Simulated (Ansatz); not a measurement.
**CdTe (F-43m): the equilibrium volume**

At what volume is CdTe (F-43m) free of pressure?

Method: DFT r²SCAN, scalar-relativistic, plane waves, PAW, in Ansatz 0.2.0.

3 further runs of the same task are left out: 3 set aside as unsound or not needed.

## (1) The system as given

The structure is cubic, space group F-43m (No. 216). Conventional cell: a = 6.564 Å, b = 6.564 Å, c = 6.564 Å, α = 90.00°, β = 90.00°, γ = 90.00°. Around Cd (site symmetry -43m) lie 4 Te at 2.84 Å. Te (site symmetry -43m) is surrounded by 4 Cd at 2.84 Å.

Structure file:

```
CELL_PARAMETERS angstrom
0.00000 3.28211 3.28211
3.28211 0.00000 3.28211
3.28211 3.28211 0.00000
ATOMIC_POSITIONS crystal
Cd 0.00000 0.00000 0.00000
Te 0.25000 0.25000 0.25000
```

## (2) At the starting volume (r²SCAN, 6×6×6 mesh)

Contents of input.yaml:

```yaml
crystal:
  lattice:
    - [0.0, 3.2821135562, 3.2821135562]
    - [3.2821135562, 0.0, 3.2821135562]
    - [3.2821135562, 3.2821135562, 0.0]
  atoms:
    - { symbol: Cd, position: [0.0, 0.0, 0.0] }
    - { symbol: Te, position: [0.25, 0.25, 0.25] }
basis:
  ecutwfc: 500
kpoints:
  mp_grid: { grid: [6, 6, 6] }
hamiltonian:
  xc: r2scan
scf:
  occupations: { method: gaussian, width: 0.1 }
output:
  forces: true
  stress: true
  eigenvalues: true
```

Command:

```
ansatz run input.yaml --threads 8 --pin off --max-ram 14336MiB --backend cpu --events-out ev --progress --plain --runs-dir out
```

The program printed (excerpt; [...] marks lines left out):

```text
Warning: RAYON_NUM_THREADS=8 ignored (pool sized by the plan → 8); use --threads N
[...]
Pseudopotentials: kind: paw
Pseudopotential: Cd, paw, valence charge 20, recommended cutoff 500 eV (meta_gga), Cd.paw.azcp
Pseudopotential: Te, paw, valence charge 16, recommended cutoff 500 eV (meta_gga), Te.paw.azcp
Functional definition: r2SCAN
[...]
Crystal: 2 atoms, lattice volume = 70.712 Å³
Basis set: ecut = 500 eV, 1807 PW (Γ), exchange–correlation on 144×144×144 points (64 copies of the dense FFT grid, shifted against one another)
Bands: 22, of which v1, the nominal top of the filled ones, is band 18 counted from 1 (17 counted from 0)
Symmetry: 24 space group operations
Space group: F-43m (ITA 216), of the structure as read, at distance tolerance 4.1e-5 Å
k-points: 16 of 216 (time reversal used)
[...]
SCF iter   1: F=—  HF=-15264.129934 eV  |F-HF|=—  |Δ(HF+E_count)|=         —  Δρ=4.39e-3  dr2=8.30e-3  dr2_τ=1.07e-2  ethr=1.77e-3  ⟨swp⟩=5.9  Hψ=1643  notcnv=0
[...]
SCF iter   6: F=-15264.136402 eV  HF=-15264.136402 eV  |F-HF|=6.84e-9  |Δ(HF+E_count)|=   1.82e-7  Δρ=6.13e-6  dr2=9.38e-9  dr2_τ=9.96e-10  ethr=2.78e-10  ⟨swp⟩=6.7  Hψ=1556  notcnv=0
[...]
SCF converged after 6 iterations
Free energy (F): -15264.136402 eV
[...]
E sigma→0 (E₀):  -15264.136402 eV
Fermi energy:    7.260731 eV
[...]
--- Forces (eV/Å), atoms counted from 1 ---
  atom   1  Cd     0.00000000     0.00000000     0.00000000
  atom   2  Te    -0.00000000     0.00000000    -0.00000000
[...]
--- Stress (GPa, compression-positive) ---
       -0.107227       0.000000      -0.000000
        0.000000      -0.107227       0.000000
       -0.000000       0.000000      -0.107227
  P = ⅓ Tr σ = -0.1072 GPa (-1.072 kbar)
--- Band table (eV; the first three rows and the last of 16) ---
  k-point 0: bands = ["-98.1797", "-58.3320", "-58.3320", "-58.3320", "-30.0028", "-30.0028", "-30.0028", "-29.9928", "-29.9928", "-4.6197", "-1.7932", "-1.7932", "-1.7932", "-1.5431", "-1.5431", "6.6787", "6.6787", "6.6787", "7.8334", "11.7560", "11.7560", "11.7560"]
[...]
```

Run time: 0.98 s. Hardware: 8 threads of Arm Neoverse V2, shared host; peak memory 0.57 GiB.

Result: volume 35.356 Å³/atom, pressure -0.11 GPa, gap on the mesh 1.15 eV.

## (3) Full relaxation

Edit input.yaml of step 2 so:

```diff
@@ -15,3 +15,3 @@
 scf:
-  occupations: { method: gaussian, width: 0.1 }
+  occupations: { method: gaussian, width: 0.02 }
 output:
@@ -20 +20,6 @@
   eigenvalues: true
+relax:
+  adjacent_minimum: "off"
+  f_tol: 0.005
+  max_steps: 80
+  cell: { stress_tol: 0.05 }
```

Command:

```
ansatz run input.yaml --threads 8 --pin off --max-ram 14336MiB --backend cpu --events-out ev --progress --plain --runs-dir out
```

The program printed:

```text
Warning: RAYON_NUM_THREADS=8 ignored (pool sized by the plan → 8); use --threads N
Engine: ansatz 0.2.0, aarch64-unknown-linux-gnu
[... 4 set-up lines as earlier in the session ...]
  parameter k0 = 0.174
  parameter k1 = 0.065
  parameter a1 = 4.9479
  exchange = r2scan_x(k0 = k0, k1 = k1, a1 = a1)
  correlation = r2scan_c
Crystal: 2 atoms, lattice volume = 70.712 Å³
Basis set: ecut = 500 eV, 1807 PW (Γ), exchange–correlation on 144×144×144 points (64 copies of the dense FFT grid, shifted against one another)
Bands: 22, of which v1, the nominal top of the filled ones, is band 18 counted from 1 (17 counted from 0)
[... 2 set-up lines as earlier in the session ...]
k-points: 16 of 216 (time reversal used)
Non-local potential: Cd, projectors of the file, l = 0: 3, l = 1: 2, l = 2: 2, l = 3: 1
Non-local potential: Te, projectors of the file, l = 0: 2, l = 1: 2, l = 2: 2, l = 3: 2
PAW form: soft (Blöchl's): semilocal exchange-correlation on the pseudo side does not see the compensation charge
PAW frozen core: Cd, regenerated for the run's functional (the file was generated under x = pbe(κ = 0.804, μ = 0.2195149727645171), c = pbe(β = 0.06672455060314922))
PAW frozen core: Te, regenerated for the run's functional (the file was generated under x = pbe(κ = 0.804, μ = 0.2195149727645171), c = pbe(β = 0.06672455060314922))
PAW one-centre angular grid: Cd, 590 points (default); XC on 160 Gauss nodes
PAW one-centre angular grid: Te, 590 points (default); XC on 160 Gauss nodes
Initial density: superposition of atomic densities (neutral atoms: chi_scale 0, normalization atom), corrected by the library's trained network
Initial wavefunctions: pseudopotential atomic-orbital guess
Functional: x = r2scan, c = r2scan; τ floored in thin density (d = 2e-4 eV/Å³)
SCF iter   1: F=—  HF=-15264.129934 eV  |F-HF|=—  |Δ(HF+E_count)|=         —  Δρ=4.39e-3  dr2=8.30e-3  dr2_τ=1.07e-2  ethr=1.77e-3  ⟨swp⟩=6.3  Hψ=1681  notcnv=0
preconditioner: auto → none  [insulator: Δε(μ)=1.109 eV  Ē_g=11.913 eV  σ=0.020 eV  W_gap=1.00  n_scr=14 (ndim 8)  ℏωp=18.7 eV  f_vac=0.200  D(μ)=0.00/eV (n_scr^D=0)  ε∞_Penn≈3.5]
SCF iter   2: F=—  HF=-15264.135609 eV  |F-HF|=—  |Δ(HF+E_count)|=   5.67e-3  Δρ=2.22e-3  dr2=1.49e-3  dr2_τ=3.32e-4  ethr=2.31e-5  ⟨swp⟩=3.8  Hψ=873  notcnv=0
SCF iter   3: F=—  HF=-15264.136261 eV  |F-HF|=—  |Δ(HF+E_count)|=   6.52e-4  Δρ=9.89e-4  dr2=3.51e-4  dr2_τ=3.99e-5  ethr=4.15e-6  ⟨swp⟩=2.0  Hψ=532  notcnv=0
SCF iter   4: F=—  HF=-15264.136422 eV  |F-HF|=—  |Δ(HF+E_count)|=   1.61e-4  Δρ=8.46e-5  dr2=3.84e-6  dr2_τ=2.95e-7  ethr=9.74e-7  ⟨swp⟩=2.0  Hψ=667  notcnv=0
SCF iter   5: F=—  HF=-15264.136402 eV  |F-HF|=—  |Δ(HF+E_count)|=   2.02e-5  Δρ=2.68e-5  dr2=2.25e-7  dr2_τ=2.04e-8  ethr=1.07e-8  ⟨swp⟩=2.3  Hψ=629  notcnv=0
SCF iter   6: F=-15264.136402 eV  HF=-15264.136402 eV  |F-HF|=6.85e-9  |Δ(HF+E_count)|=   1.82e-7  Δρ=6.13e-6  dr2=9.38e-9  dr2_τ=9.97e-10  ethr=2.78e-10  ⟨swp⟩=6.6  Hψ=1539  notcnv=0
SCF 1 converged in 6 iterations: F = -15264.136402 eV  dr2 = 9.38e-9
relax step   1: F+E_penalty+E_count = -15264.13640203 eV  Δ(F+E_penalty+E_count) = +0.000e0 eV  max|allowed force component| = 9.830e-17 eV/Å  Δτ_max = 0.0000 Å  P = -0.107 GPa  Ω = 70.712 Å³  (6 SCF iters, dr2 threshold 1.00e-7 eV, accepted)
Crystal: 2 atoms, lattice volume = 70.439 Å³
Initial density: handed on by an earlier stage of this run
Initial wavefunctions: those handed on with the density
iter 1 solved again at ethr=6.66e-8 eV; its pass at ethr=3.10e-3 eV (dr2=2.40e-5 eV) is discarded
SCF iter   1: F=—  HF=-15264.136001 eV  |F-HF|=—  |Δ(HF+E_count)|=         —  Δρ=1.78e-4  dr2=2.49e-5  dr2_τ=3.99e-4  ethr=6.66e-8  ⟨swp⟩=3.0  Hψ=1976  notcnv=0
preconditioner: auto → none  [insulator: Δε(μ)=1.158 eV  Ē_g=11.891 eV  σ=0.020 eV  W_gap=1.00  n_scr=14 (ndim 8)  ℏωp=18.8 eV  f_vac=0.198  D(μ)=0.00/eV (n_scr^D=0)  ε∞_Penn≈3.5]
SCF iter   2: F=—  HF=-15264.136515 eV  |F-HF|=—  |Δ(HF+E_count)|=   5.14e-4  Δρ=9.06e-5  dr2=8.66e-6  dr2_τ=3.67e-7  ethr=6.66e-8  ⟨swp⟩=2.8  Hψ=696  notcnv=0
SCF iter   3: F=—  HF=-15264.136513 eV  |F-HF|=—  |Δ(HF+E_count)|=   1.76e-6  Δρ=4.56e-5  dr2=1.84e-6  dr2_τ=2.48e-8  ethr=2.40e-8  ⟨swp⟩=2.1  Hψ=404  notcnv=0
SCF iter   4: F=-15264.136513 eV  HF=-15264.136513 eV  |F-HF|=2.00e-9  |Δ(HF+E_count)|=   1.66e-7  Δρ=8.68e-6  dr2=2.46e-8  dr2_τ=2.98e-9  ethr=7.98e-11  ⟨swp⟩=4.5  Hψ=1700  notcnv=0
SCF 2 converged in 4 iterations: F = -15264.136513 eV  dr2 = 2.46e-8
relax step   2: F+E_penalty+E_count = -15264.13651322 eV  Δ(F+E_penalty+E_count) = -1.112e-4 eV  max|allowed force component| = 1.503e-17 eV/Å  Δτ_max = 0.0000 Å  P = +0.049 GPa  Ω = 70.439 Å³  energy of the carried Pulay correction = +6.089e-5 eV  (4 SCF iters, dr2 threshold 2.87e-8 eV, accepted)
Initial wavefunctions: pseudopotential atomic-orbital guess (no wavefunctions were taken with the density)
iter 1 solved again at ethr=7.86e-8 eV; its pass at ethr=3.10e-3 eV (dr2=2.83e-5 eV) is discarded
SCF iter   1: F=—  HF=-15264.136435 eV  |F-HF|=—  |Δ(HF+E_count)|=         —  Δρ=1.04e-5  dr2=2.40e-8  dr2_τ=7.39e-8  ethr=7.86e-8  ⟨swp⟩=4.0  Hψ=2644  notcnv=0
preconditioner: auto → none  [insulator: Δε(μ)=1.167 eV  Ē_g=11.889 eV  σ=0.020 eV  W_gap=1.00  n_scr=14 (ndim 8)  ℏωp=18.8 eV  f_vac=0.198  D(μ)=0.00/eV (n_scr^D=0)  ε∞_Penn≈3.5]
SCF iter   2: F=—  HF=-15264.136433 eV  |F-HF|=—  |Δ(HF+E_count)|=   1.85e-6  Δρ=4.90e-6  dr2=5.70e-9  dr2_τ=2.16e-9  ethr=6.68e-11  ⟨swp⟩=2.9  Hψ=678  notcnv=0
SCF iter   3: F=—  HF=-15264.136433 eV  |F-HF|=—  |Δ(HF+E_count)|=   6.33e-9  Δρ=1.42e-6  dr2=1.37e-9  dr2_τ=1.31e-10  ethr=1.58e-11  ⟨swp⟩=2.2  Hψ=528  notcnv=0
SCF iter   4: F=—  HF=-15264.136433 eV  |F-HF|=—  |Δ(HF+E_count)|=  8.37e-11  Δρ=4.12e-7  dr2=7.72e-11  dr2_τ=6.18e-12  ethr=3.81e-12  ⟨swp⟩=2.0  Hψ=496  notcnv=0
SCF iter   5: F=—  HF=-15264.136433 eV  |F-HF|=—  |Δ(HF+E_count)|=  5.28e-11  Δρ=3.20e-7  dr2=4.88e-11  dr2_τ=2.46e-12  ethr=1.00e-12  ⟨swp⟩=6.3  Hψ=1574  notcnv=0
SCF iter   6: F=-15264.136433 eV  HF=-15264.136433 eV  |F-HF|=3.64e-12  |Δ(HF+E_count)|=  9.09e-12  Δρ=5.02e-8  dr2=8.61e-13  dr2_τ=1.23e-13  ethr=1.00e-12  ⟨swp⟩=5.0  Hψ=1605  notcnv=0
SCF 3 converged in 6 iterations: F = -15264.136433 eV  dr2 = 8.61e-13
relax step   3: F+E_penalty+E_count = -15264.13643275 eV  Δ(F+E_penalty+E_count) = +8.047e-5 eV  max|allowed force component| = 1.532e-17 eV/Å  Δτ_max = 0.0000 Å  P = +0.048 GPa  Ω = 70.439 Å³  stress off target by 4.77e-2 GPa  SCF on the basis re-selected at this cell (its energy is not comparable with the rows above)  (6 SCF iters)
basis re-selected at this cell: Δ(F+E_penalty+E_count) = +8.047e-5 eV, ΔP = -0.001 GPa vs the last step (what re-selecting the basis moved, of the pressure what is left beyond the Pulay correction that the steps carried, after the strain that the cell walked since its last selection, with what the two solves' SCF thresholds leave and, on support functions, any second-order correction that the steps lacked; it is no measure of the basis error at this ecutwfc). This SCF's stress stands 4.77e-2 GPa from its target on what of the cell is left free (relax.cell.stress_tol is 5.00e-2 GPa) and its largest allowed force component is 1.53e-17 eV/Å (relax.f_tol is 5.00e-3 eV/Å): within both
SCF converged after 6 iterations
Free energy (F): -15264.136433 eV
Harris-Foulkes:  -15264.136433 eV  (|F-HF|=3.64e-12)
Internal energy: -15264.136433 eV  (E = F + TS)
E sigma→0 (E₀):  -15264.136433 eV
Fermi energy:    7.315022 eV
--- Per-component energies (eV) ---
  E_band       = -841.297177
  E_kinetic    = 685.274751
  E_local      = -5496.509050  (includes V_loc(G=0)·N_el)
  E_nonlocal   = -275.664439
  E_hartree    = 2766.087703
  E_xc         = -283.222916
  E_vxc        = -357.279890  (∫ρ·V_xc dr)
  E_paw        = -8793.023944  (= ΣΔE_a)
  E_vpaw       = -953.515130  (= ΣTr[D̂ρ^β])
  E_aug_tail   = -0.000032  (compensation charges beyond the density's cutoff)
  E_vtau       = 24.221155  (kinetic-family band-sum trace: ∫τ·v_τ [+ j·A + Jᵃ·Aᵃ] dr)
  E_ewald      = -3866.798589
  E_core_change = -0.279915  (= ΣΔE_core)
  E_smearing   = -0.000000  (= −TS)
  E_closure    = 0.000000  (closes the sum)
  Σ components = -15264.136433   (vs F -15264.136433, Δ=0.00e0)
--- Forces (eV/Å), atoms counted from 1 ---
  atom   1  Cd     0.00000000     0.00000000    -0.00000000
  atom   2  Te    -0.00000000     0.00000000     0.00000000
  max |Σ_I F_I| component: 3.06e-17 eV/Å
--- Stress (GPa, compression-positive) ---
        0.047720      -0.000000      -0.000000
       -0.000000       0.047720       0.000000
       -0.000000       0.000000       0.047720
  P = ⅓ Tr σ = 0.0477 GPa (0.477 kbar)
--- Band table (eV; the first three rows and the last of 16) ---
  k-point 0: bands = ["-98.1348", "-58.2870", "-58.2870", "-58.2870", "-29.9585", "-29.9585", "-29.9585", "-29.9484", "-29.9484", "-4.5886", "-1.7521", "-1.7521", "-1.7521", "-1.4991", "-1.4991", "6.7313", "6.7313", "6.7313", "7.8984", "11.8064", "11.8064", "11.8064"]
  k-point 1: bands = ["-98.1348", "-58.2871", "-58.2871", "-58.2871", "-29.9585", "-29.9584", "-29.9584", "-29.9483", "-29.9483", "-4.4939", "-1.7343", "-1.7343", "-1.6644", "-1.4999", "-1.4999", "5.1022", "6.5179", "6.5179", "8.9327", "11.8502", "12.1364", "12.1364"]
  k-point 2: bands = ["-98.1348", "-58.2871", "-58.2871", "-58.2871", "-29.9585", "-29.9583", "-29.9583", "-29.9483", "-29.9483", "-4.3062", "-1.7033", "-1.7033", "-1.4962", "-1.4962", "-1.3838", "3.2717", "6.1545", "6.1545", "9.0432", "12.4009", "12.4009", "13.3153"]
  k-point 15: bands = ["-98.1348", "-58.2871", "-58.2871", "-58.2871", "-29.9587", "-29.9581", "-29.9579", "-29.9484", "-29.9480", "-4.1039", "-1.6250", "-1.6235", "-1.5425", "-1.4865", "-0.9509", "2.6584", "4.5998", "4.7107", "10.7553", "10.8558", "13.8668", "14.1302"]
--- Relaxed structure (2 steps of the walk, 2 accepted, 1 SCFs on fresh bases) ---
  F+E_penalty+E_count = -15264.13643275 eV   max|allowed force component| = 1.532e-17 eV/Å   (the final SCF, on the basis selected at the relaxed cell)
  cell:  # Å, volume = 70.4393 Å³
    - [-2.2929174148030154e-34, 3.277894723000259, 3.277894723000259]
    - [3.277894723000259, 2.8279314782570522e-33, 3.277894723000259]
    - [3.277894723000259, 3.277894723000259, 3.464852982369001e-33]
  atoms:
    - { symbol: Cd, position: [-7.24564643265082e-34, 7.2286461681677e-34, 8.419237724609078e-34] }
    - { symbol: Te, position: [0.25, 0.25, 0.25] }
```

Wall time 3 s (8 threads of Arm Neoverse V2, shared host); peak memory 0.62 GiB.

Step by step:

```csv
step,energy from step 1 (meV/atom),largest force component (eV/Å),pressure (GPa),volume (Å³/atom)
1,0.0,0.000,-0.11,35.356
2,-0.1,0.000,0.05,35.220
3,0.0,0.000,0.05,35.220
```

Step 1 is the start. Step 3 repeats the geometry before it on a plane-wave basis chosen anew for the final cell, which leaves the energy as it was.

Read off: volume 35.220 Å³/atom, pressure 0.05 GPa, mesh gap 1.17 eV.

## (4) The cell, before and after

How the cell compares, before and after:

| cell as typed | before | after | change |
| --- | --- | --- | --- |
| a (Å) | 4.642 | 4.636 | -0.1 % |
| b (Å) | 4.642 | 4.636 | -0.1 % |
| c (Å) | 4.642 | 4.636 | -0.1 % |
| volume (Å³/atom) | 35.356 | 35.220 | -0.4 % |
| shortest distance (Å) | 2.842 | 2.839 | -0.1 % |
| space group | F-43m | F-43m | same |

## (5) What came out

| quantity | value |
| --- | --- |
| volume | 35.220 Å³/atom |
| pressure | 0.05 GPa |
| conventional cell | a = 6.556 Å, b = 6.556 Å, c = 6.556 Å, α = 90.00°, β = 90.00°, γ = 90.00° |
| gap on the mesh | 1.17 eV |

In words: Over the 2 runs shown the cell moved from 35.36 to 35.22 Å³/atom, a change of -0.4 %, where the pressure is zero within 0.05 GPa.

The gaps are Kohn-Sham values of a semilocal functional, not quasiparticle or optical gaps. Such gaps usually fall short of the measured ones; spin-orbit coupling, left out here, narrows gaps with Te, so the two errors partly cancel.
